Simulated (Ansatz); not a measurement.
# MoS2: the cost of one run

Program: Ansatz 0.2.0. Level of theory: DFT PBE+D3(BJ), scalar-relativistic, plane waves, PAW. These are calculated values, not measurements.

The COD entry's cell or inner coordinates are ideal or old and differ from later refinements, so a difference from it is no clean test against experiment.

16 further runs of the same task are left out: 16 set aside as unsound or not needed.

### Step 1. The structure to begin with

Symmetry: R-3m, No. 166, trigonal system. The conventional cell has a = 3.134 Å, b = 3.134 Å, c = 17.864 Å, α = 90.00°, β = 90.00°, γ = 120.00°. Around Mo (site symmetry -3m) lie 6 S at 2.42 Å. S (site symmetry 3m) has 3 Mo at 2.42 Å as nearest neighbours.

Coordinates:

```xyz
3
Lattice="1.5671 0.9048 5.9545 -1.5671 0.9048 5.9545 0.0000 -1.8095 5.9545" Properties=species:S:1:pos:R:3 pbc="T T T"
Mo    0.0000    0.0000    0.0000
S     0.0000    0.0000   13.5116
S     0.0000    0.0000    4.3520
```

This cell was relaxed beforehand with the same method: volume 16.89 Å³/atom, gap on the mesh none (metal).

### Step 2. The scan

Rigid slide and opening across a plane, one cut a cell; the plane is (0 0 1) of the conventional cell, and the faces at the cut hold S and S.

- slide along a1 + a2 (5.429 Å): 8 values from 0.000 to 0.875, periodic
- opening across the cut: 6 values from −0.25 to 2.80 Å

Nothing else is relaxed (rigid halves). Energies count from the perfect crystal. Points are written as (first, second).

### Step 3. Grid point (0.875, −0.25 Å)

Contents of input.yaml:

```yaml
crystal:
  lattice:
    - [-3.1342106946, 0.0, 0.0]
    - [-1.5671053473, -2.7143060823, 0.0]
    - [-4.1136515366, -2.375017822, 17.6135570258]
  atoms:
    - { symbol: Mo, position: [0.5187486412, 0.5187486412, 0.1690491719] }
    - { symbol: Mo, position: [0.260469034, -0.739530966, 0.8451782468] }
    - { symbol: Mo, position: [-0.1103911624, -0.1103911624, 0.5071137094] }
    - { symbol: S, position: [-0.1524737675, -0.1524737675, 0.9361604962] }
    - { symbol: S, position: [-0.5233339639, 0.4766660361, 0.5980959587] }
    - { symbol: S, position: [0.1058058397, 0.1058058397, 0.2600314213] }
    - { symbol: S, position: [0.3025516391, 0.3025516391, 0.4161314601] }
    - { symbol: S, position: [0.9316914427, -0.0683085573, 0.0780669226] }
    - { symbol: S, position: [-0.3265881645, -0.3265881645, 0.7541959975] }
basis:
  ecutwfc: 420
kpoints:
  mp_grid: { grid: [14, 14, 3] }
hamiltonian:
  xc: pbe
  dispersion: d3bj
scf:
  occupations: { method: gaussian, width: 0.15 }
output:
  forces: true
  stress: true
  eigenvalues: true
```

On the command line:

```
$ ansatz run input.yaml --threads 4 --pin off --max-ram 8192MiB --backend cpu --events-out ev --progress --plain --runs-dir out
```

What time and memory should one allow on 4 threads of Intel Xeon at 2.70GHz, shared host?

About 17 s, with a peak of 1.1 GiB.
